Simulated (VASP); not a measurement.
# AgCl (Fm-3m) in VASP: notebook, part 2 of 2

VASP 6.6.1. Earlier steps stand in the parts before.

## Step 3: Single point, PBE

File INCAR:

```
PREC = Accurate ; ENCUT = 520
EDIFF = 1E-7 ; ISMEAR = 0
SIGMA = 0.1 ; LREAL = F
LASPH = T ; NELM = 80
ALGO = Normal ; ISIF = 2
LWAVE = F ; LCHARG = F
GGA = PE ; NBANDS = 16
```

File KPOINTS:

```
regular mesh
0
Gamma
  4 4 4
```

File POSCAR:

```
AgCl
1.0
    0.0000000000      2.7726629968      2.7726629968
    2.7726629968      0.0000000000      2.7726629968
    2.7726629968      2.7726629968      0.0000000000
Ag Cl
1 1
Direct
    0.0000000000      0.0000000000      0.0000000000
    0.5000000000      0.5000000000      0.5000000000
```

Potentials or basis: VASP PAW PBE potentials, release 64 (Ag, Cl).

Run with:

```bash
$ cat potpaw_PBE.64/Ag/POTCAR potpaw_PBE.64/Cl/POTCAR > POTCAR
$ mpirun -np 1 vasp_std > vasp.out
```

OUTCAR:

```text
PREC = Accurate
   ENCUT = 520
   EDIFF = 1E-7
   ISMEAR = 0
   LREAL = F
   LASPH = T
   NELM = 80
   ISIF = 2
   GGA = PE

 ion  position               nearest neighbor table
   1  0.000  0.000  0.000-   2 2.77   2 2.77   2 2.77   2 2.77   2 2.77   2 2.77
   2  0.500  0.500  0.500-   1 2.77   1 2.77   1 2.77   1 2.77   1 2.77   1 2.77

  LATTYP: Found a face centered cubic cell.
 ALAT       =     5.5453259936

  Lattice vectors:

 A1 = (   0.0000000000,   2.7726629968,   2.7726629968)
 A2 = (   2.7726629968,   0.0000000000,   2.7726629968)
 A3 = (   2.7726629968,   2.7726629968,   0.0000000000)

Analysis of symmetry for initial positions (statically):
=====================================================================
 Subroutine PRICEL returns:
 Original cell was already a primitive cell.

 Routine SETGRP: Setting up the symmetry group for a
 face centered cubic supercell.

 Subroutine GETGRP returns: Found 48 space group operations
 (whereof 48 operations were pure point group operations)
 out of a pool of 48 trial point group operations.

The static configuration has the point symmetry O_h .

Analysis of symmetry for dynamics (positions and initial velocities):
=====================================================================
 Subroutine PRICEL returns:
 Original cell was already a primitive cell.

 Routine SETGRP: Setting up the symmetry group for a
 face centered cubic supercell.

 Subroutine GETGRP returns: Found 48 space group operations
 (whereof 48 operations were pure point group operations)
 out of a pool of 48 trial point group operations.

The dynamic configuration has the point symmetry O_h .

 Subroutine INISYM returns: Found 48 space group operations
 (whereof 48 operations are pure point group operations),
 and found     1 'primitive' translations

[... 93 lines left out ...]
   EFERMI_NEDOS =   21; number of points for ismear=-14 and -15
   IALGO  =     38    algorithm
   IMIX   =      4    mixing-type and parameters
     AMIX     =   0.40;   BMIX     =  1.00
     AMIX_MAG =   1.60;   BMIX_MAG =  1.00
  volume/ion in A,a.u.               =      21.32       143.84
  Fermi-wavevector in a.u.,A,eV,Ry     =   1.228170  2.320905 20.523058  1.508402
  Thomas-Fermi vector in A             =   2.363106
   LORBIT       =      0    0 simple, 1 ext, 2 COOP (PROOUT), +10 PAW based schemes
   GGA     = PE    functional components
   LHFCALC =     F    Hartree Fock is set to
   AEXX    =    0.0000 exact exchange contribution
   IVDW    =     0    specifies the selected vdW correction
   LEPSILON=     F    determine dielectric tensor
   LRPA    =     F    only Hartree local field effects (RPA)
 non-spin polarized calculation
 Gauss-broadening in eV      SIGMA  =   0.10
  energy-cutoff  :      520.00
  volume of cell :       42.63
 maximum number of plane-waves:      1174
 NGX is ok and might be reduce to    30
   NGX = 15   NGY = 15   NGZ = 15

 number of electron      18.0000005 magnetization

 Free energy of the ion-electron system (eV)
  ---------------------------------------------------
  ext. energy  EPLUGINS =         0.00000000
  ---------------------------------------------------
  free energy    TOTEN  =        -5.38182164 eV

  energy without entropy =       -5.38182164  energy(sigma->0) =       -5.38182164

 E-fermi :   4.3055     XC(G=0):  -9.9648

 val. band max:        3.8317288032   @ k =   0.5000   0.0000   0.0000
 cond. band min:       4.7367275639   @ k =   0.0000   0.0000   0.0000
 fundamental gap:      0.9049987608
 Fermi energy:         4.3055352957

 k-point     1 :       0.0000    0.0000    0.0000
  band No.  band energies     occupation
      1     -11.3155      2.00000
      2       1.3848      2.00000
      3       1.3848      2.00000
      4       1.3848      2.00000
      5       1.4267      2.00000
      6       1.4267      2.00000
[... 129 lines left out ...]
      3      -0.1601      2.00000
      4      -0.1601      2.00000
      5       1.8383      2.00000
      6       1.8383      2.00000
[... 8 lines left out ...]
     15      17.3587      0.00000
     16      18.9642      0.00000

------------------------ aborting loop because EDIFF is reached ----------------------------------------

  FORCE on cell =-STRESS in cart. coord.  units (eV):
  Direction    XX          YY          ZZ          XY          YZ          ZX
  --------------------------------------------------------------------------------------
  -------------------------------------------------------------------------------------
  Total        0.4410795      0.4410795      0.4410795      0.0000000     -0.0000000      0.0000000
  in kB       16.5770090     16.5770090     16.5770090      0.0000000     -0.0000000      0.0000000
  external PRESSURE =      16.5770090 kB  Pullay stress =       0.0000000 kB

 VOLUME and BASIS-vectors are now :
 -----------------------------------------------------------------------------
  energy-cutoff  :      520.00
  volume of cell :       42.63
      direct lattice vectors                 reciprocal lattice vectors
     0.000000000  2.772662997  2.772662997    -0.180332049  0.180332049  0.180332049
     2.772662997  0.000000000  2.772662997     0.180332049 -0.180332049  0.180332049
     2.772662997  2.772662997  0.000000000     0.180332049  0.180332049 -0.180332049

 POSITION                                       TOTAL-FORCE (eV/Angst)
 -----------------------------------------------------------------------------------
      0.00000      0.00000      0.00000        -0.000000     -0.000000     -0.000000
      2.77266      2.77266      2.77266         0.000000      0.000000      0.000000
 -----------------------------------------------------------------------------------
    total drift:                               -0.000000      0.000000      0.000000

  FREE ENERGIE OF THE ION-ELECTRON SYSTEM (eV)
  ---------------------------------------------------
  free  energy   TOTEN  =        -5.3818216420 eV

  energy  without entropy=       -5.3818216420  energy(sigma->0) =       -5.38182164
```

Run time: 4.2 s. Hardware: 1 thread of AMD EPYC 9R45 (Zen 5), shared host; peak memory 0.13 GiB.

Results:

| Quantity | Value |
| --- | --- |
| Free energy | -5.3818 eV |
| Pressure | 1.7 GPa |
| Band gap on the k mesh | 0.90 eV, indirect (least direct gap 3.23 eV) |

Levels at points of the mesh, in eV from the valence-band top:
| k point | band 5 | band 6 | band 7 | band 8 | band 9 | band 10 | band 11 | band 12 | band 13 | band 14 |
| --- | --- | --- | --- | --- | --- | --- | --- | --- | --- | --- |
| (0.00, 0.00, 0.00) | -2.41 | -2.41 | -2.32 | -2.32 | -2.32 | 0.90 | 10.85 | 10.85 | 10.85 | 12.38 |
| (0.50, 0.00, 0.00) | -2.08 | -2.08 | -1.77 | 0.00 | 0.00 | 4.24 | 6.54 | 7.67 | 7.67 | 13.58 |
| (0.50, 0.50, 0.00) | -2.77 | -2.22 | -1.96 | -1.96 | -1.87 | 2.38 | 8.02 | 8.63 | 11.51 | 11.51 |

Caveat: the k mesh is coarse (spacing up to 0.49 Å⁻¹), so the values aren't converged. A k mesh can miss the band edges.

## Step 4: Single point, PBE

File INCAR:

```
SYSTEM = AgCl
ALGO = Fast
EDIFF = 1E-6
ENCUT = 520
GGA = PE
ISIF = 2
ISMEAR = -5
LASPH = .TRUE.
LCHARG = .FALSE.
LREAL = .FALSE.
LWAVE = .FALSE.
NBANDS = 16
NELM = 100
PREC = Accurate
SIGMA = 0.1
```

File KPOINTS:

```
k-points
0
G
  4 4 4
  0 0 0
```

POSCAR is that of step 3.

Run with:

```bash
$ cat potpaw_PBE.64/Ag/POTCAR potpaw_PBE.64/Cl/POTCAR > POTCAR
$ mpirun -np 1 vasp_std > vasp.out
```

Run time: 4.5 s. Hardware: 1 thread of AMD EPYC 9R45 (Zen 5), shared host; peak memory 0.13 GiB.

It converged, with:

| Quantity | Value |
| --- | --- |
| Free energy | -5.3818 eV |
| Pressure | 1.6 GPa |
| Band gap on the k mesh | 0.90 eV, indirect (least direct gap 3.23 eV) |

Levels at points of the mesh, in eV from the valence-band top:
| k point | band 7 | band 8 | band 9 | band 10 | band 11 | band 12 |
| --- | --- | --- | --- | --- | --- | --- |
| (0.00, 0.00, 0.00) | -2.32 | -2.32 | -2.32 | 0.90 | 10.85 | 10.85 |
| (0.50, 0.00, 0.00) | -1.77 | 0.00 | 0.00 | 4.24 | 6.54 | 7.67 |
| (0.50, 0.50, 0.00) | -1.96 | -1.96 | -1.87 | 2.38 | 8.02 | 8.63 |

Caveat: the k mesh is coarse (spacing up to 0.49 Å⁻¹), so the values aren't converged. A k mesh can miss the band edges.
